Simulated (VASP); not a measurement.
# Rb: intraband terms of a metal's spectrum

Rb, I4/mmm (no. 139), 1 atom in the cell. PBE, independent-particle dielectric function; PAW potentials Rb_sv (PBE set).

## Input

INCAR.step1:
```
SYSTEM = Rb
  PREC = Accurate
  ENCUT = 260
  ISMEAR = 1
  SIGMA = 0.1
  EDIFF = 1E-7
  LASPH = .TRUE.
  KPAR = 4
  LWAVE = .FALSE.
  LCHARG = .TRUE.
  LMAXMIX = 4
```

INCAR.step2:
```
SYSTEM = Rb
  PREC = Accurate
  ENCUT = 260
  ISMEAR = 0
  SIGMA = 0.3
  EDIFF = 1E-6
  LASPH = .TRUE.
  KPAR = 4
  LWAVE = .TRUE.
  LCHARG = .FALSE.
  LMAXMIX = 4
  ICHARG = 11
  NBANDS = 18
  NEDOS = 3000
  OMEGAMAX = 30
  CSHIFT = 0.1
```

INCAR.step3, as INCAR.step2 but for:
```
- LWAVE = .TRUE.
+ LWAVE = .FALSE.
+ LOPTICS = .TRUE.
+ ALGO = None
+ NELM = 1
+ ISTART = 1
```

INCAR.step4, as INCAR.step3 but for:
```
+ WPLASMAI = 0.03
```

INCAR.step5 to INCAR.step6 change the same tag again: WPLASMAI = 0.1, 0.3.

INCAR.step7, as INCAR.step6 but for:
```
- WPLASMAI = 0.3
+ RTIME = 40
```

INCAR.step8, as INCAR.step7 but for:
```
- RTIME = 40
+ RTIME = 1
```

INCAR.step9, as INCAR.step8 but for:
```
- RTIME = 1
+ LNABLA = .TRUE.
```

INCAR.step10, as INCAR.step9 but for:
```
- ISMEAR = 0
- LNABLA = .TRUE.
+ ISMEAR = -5
```

KPOINTS.step1:
```
k-points
0
Gamma
  7 7 7
```

KPOINTS.step2:
```
k-points
0
Gamma
  17 17 17
```

POSCAR:
```
Rb
1.0
   -2.9545118615      2.9545118615      2.7308451955
    2.9545118615     -2.9545118615      2.7308451955
    2.9545118615      2.9545118615     -2.7308451955
Rb
1
Direct
    0.0000000000      0.0000000000      0.0000000000
```

Commands (each step's output is kept before the next begins):
```
cat potpaw_PBE.64/Rb_sv/POTCAR > POTCAR
cp INCAR.step1 INCAR
cp KPOINTS.step1 KPOINTS
mpirun -np 4 vasp_std > vasp.out
cp INCAR.step2 INCAR
cp KPOINTS.step2 KPOINTS
mpirun -np 4 vasp_std > vasp.out
cp INCAR.step3 INCAR
mpirun -np 4 vasp_std > vasp.out
cp INCAR.step4 INCAR
mpirun -np 4 vasp_std > vasp.out
cp INCAR.step5 INCAR
mpirun -np 4 vasp_std > vasp.out
cp INCAR.step6 INCAR
mpirun -np 4 vasp_std > vasp.out
cp INCAR.step7 INCAR
mpirun -np 4 vasp_std > vasp.out
cp INCAR.step8 INCAR
mpirun -np 4 vasp_std > vasp.out
cp INCAR.step9 INCAR
mpirun -np 4 vasp_std > vasp.out
cp INCAR.step10 INCAR
mpirun -np 4 vasp_std > vasp.out
```

## Result

- Bands: 18

One ground state, settings moved in the last step alone:

| Settings | Plasma frequency (eV) | Im ε at 0.5 eV | Im ε at 1 eV | Im ε at 2 eV | Im ε at 4 eV | Time (s) |
|---|---|---|---|---|---|---|
| interband part alone | 3.61 | 1.4 | 0.9 | 0.4 | 0.1 | 17 |
| Drude term, WPLASMAI 0.03 | 3.61 | 4.5 | 1.3 | 0.4 | 0.1 | 17 |
| Drude term, WPLASMAI 0.1 | 3.61 | 11.4 | 2.2 | 0.6 | 0.2 | 16 |
| Drude term, WPLASMAI 0.3 | 3.61 | 24.4 | 4.5 | 0.9 | 0.2 | 15 |
| relaxation time RTIME 40 fs | 3.61 | 3.1 | 1.1 | 0.4 | 0.1 | 16 |
| relaxation time RTIME 1 fs | 3.61 | 26.5 | 6.9 | 1.4 | 0.3 | 12 |
| transversal form (LNABLA) | 3.63 | 1.4 | 0.9 | 0.4 | 0.1 | 13 |
| tetrahedron method | – | – | – | – | – | no result |

VASP 6.6.1 took 154 s on 4 cores (AMD EPYC 7R43 (Zen 3)), a shared host.
